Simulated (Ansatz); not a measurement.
Ga2O3 (C2/m) from a database structure, relaxed with r2SCAN in the plane-wave code Ansatz. Space group C2/m (No. 12), monoclinic; conventional cell a = 12.255 Å, b = 3.039 Å, c = 5.808 Å, β = 103.8°, 10.50 Å³ an atom. Around Ga lie 6 O at 1.94–2.08 Å; around Ga lie 4 O at 1.83–1.87 Å; around O lie 3 Ga at 1.84–1.94 Å; around O lie 4 Ga at 1.87–2.08 Å; around O lie 3 Ga at 1.83–1.94 Å.

The axes x, y and z are those of this cell:
```xyz
10
Lattice="6.1274 -1.5196 -0.0026 6.1274 1.5196 -0.0026 -1.3836 0.0000 5.6411" Properties=species:S:1:pos:R:3 pbc="T T T"
Ga    3.2335    0.0000    3.8655
Ga    7.6377    0.0000    1.7704
Ga   10.8617    0.0000    1.1530
Ga    0.0095    0.0000    4.4829
O     5.1437    0.0000    4.1929
O     5.7275    0.0000    1.4429
O     9.5266    0.0000    2.4578
O     1.3446    0.0000    3.1780
O     1.8613    0.0000    0.6148
O     9.0098    0.0000    5.0211
```

Unstrained: The PBE gap is indirect, 2.367 eV (k = (0.448, -0.458, -1/2) to Γ), below the direct gap of 2.394 eV at Γ. The r2SCAN gap is indirect, 3.023 eV (k = (0.448, -0.458, -1/2) to Γ), below the direct gap of 3.053 eV at Γ. HSE06 gives an indirect gap of 4.180 eV, from k = (0.448, -0.458, -1/2) to Γ; the least direct gap is 4.197 eV at Γ. Least and direct gap differ so little that the kind isn't settled. Meshes: PBE 8×8×4, r2SCAN 8×8×4, HSE06 6×6×4. Strains are changes of length per length. After each strain the atoms were relaxed again with r2SCAN within the symmetry that the strain leaves, so tilts or polar shifts that break it weren't tested; points keep the names that they have in the unstrained zone. Spin-unpolarised throughout; all numbers are computed.

**Question.** Apply isotropic +2.0 % on every length. How far does the gap move, against the unstrained cell?

**Answer.** PBE: the gap goes from 2.367 to 1.910 eV (-0.457 eV). r2SCAN: the gap goes from 3.023 to 2.547 eV (-0.476 eV). HSE06: the gap goes from 4.180 to 3.690 eV (-0.490 eV). The r2SCAN energy rises by 20.4 meV an atom.

**Question.** Estimate what isotropic +1.0 % on every length does to the gap.

**Answer.** PBE: the gap goes from 2.367 to 2.135 eV (-0.232 eV). r2SCAN: the gap goes from 3.023 to 2.781 eV (-0.242 eV). HSE06: the gap goes from 4.180 to 3.932 eV (-0.248 eV). The r2SCAN energy rises by 5.3 meV an atom.

**Question.** Apply isotropic -2.0 % on every length. How far does the gap move, against the unstrained cell?

**Answer.** PBE: the gap goes from 2.367 to 2.842 eV (+0.475 eV); the edges go from (0.448, -0.458, -1/2) → Γ to (0.443, -0.443, -1/2) → Γ. r2SCAN: the gap goes from 3.023 to 3.515 eV (+0.492 eV); the edges go from (0.448, -0.458, -1/2) → Γ to (0.443, -0.443, -1/2) → Γ. HSE06: the gap goes from 4.180 to 4.682 eV (+0.502 eV); the edges go from (0.448, -0.458, -1/2) → Γ to (0.443, -0.443, -1/2) → Γ. The r2SCAN energy rises by 23.0 meV an atom.

**Question.** Apply isotropic +3.0 % on every length. How far does the gap move, against the unstrained cell?

**Answer.** PBE: the gap goes from 2.367 to 1.694 eV (-0.673 eV). r2SCAN: the gap goes from 3.023 to 2.321 eV (-0.702 eV). HSE06: the gap goes from 4.180 to 3.448 eV (-0.732 eV); it turns from indirect ((0.448, -0.458, -1/2) → Γ) to direct (Γ); least and direct gap lie within 0.04 eV, so its kind isn't settled. The r2SCAN energy rises by 44.7 meV an atom.

**Question.** Estimate what isotropic -1.0 % on every length does to the gap.

**Answer.** PBE: the gap goes from 2.367 to 2.604 eV (+0.237 eV); the edges go from (0.448, -0.458, -1/2) → Γ to (0.448, -0.448, -1/2) → Γ. r2SCAN: the gap goes from 3.023 to 3.268 eV (+0.245 eV); the edges go from (0.448, -0.458, -1/2) → Γ to (0.448, -0.448, -1/2) → Γ. HSE06: the gap goes from 4.180 to 4.430 eV (+0.250 eV); the edges go from (0.448, -0.458, -1/2) → Γ to (0.448, -0.448, -1/2) → Γ. The r2SCAN energy rises by 5.6 meV an atom.

**Question.** Estimate what isotropic -3.0 % on every length does to the gap.

**Answer.** PBE: the gap goes from 2.367 to 3.080 eV (+0.713 eV); the edges go from (0.448, -0.458, -1/2) → Γ to (0.438, -0.438, -1/2) → Γ. r2SCAN: the gap goes from 3.023 to 3.761 eV (+0.738 eV); the edges go from (0.448, -0.458, -1/2) → Γ to (0.438, -0.438, -1/2) → Γ. HSE06: the gap goes from 4.180 to 4.932 eV (+0.752 eV); the edges go from (0.448, -0.458, -1/2) → Γ to (0.438, -0.438, -1/2) → Γ. The r2SCAN energy rises by 53.3 meV an atom.

Where an edge lies off the special points, it is a point of the mesh or the k point where a search put PBE's edge or least direct gap, reused for the other functionals, whose own edges may lie a little apart.

Coordinates of k points refer to the reciprocal vectors of the primitive cell of the runs.

The meshes of the hybrids are coarse, so their gaps aren't converged to the digits shown.
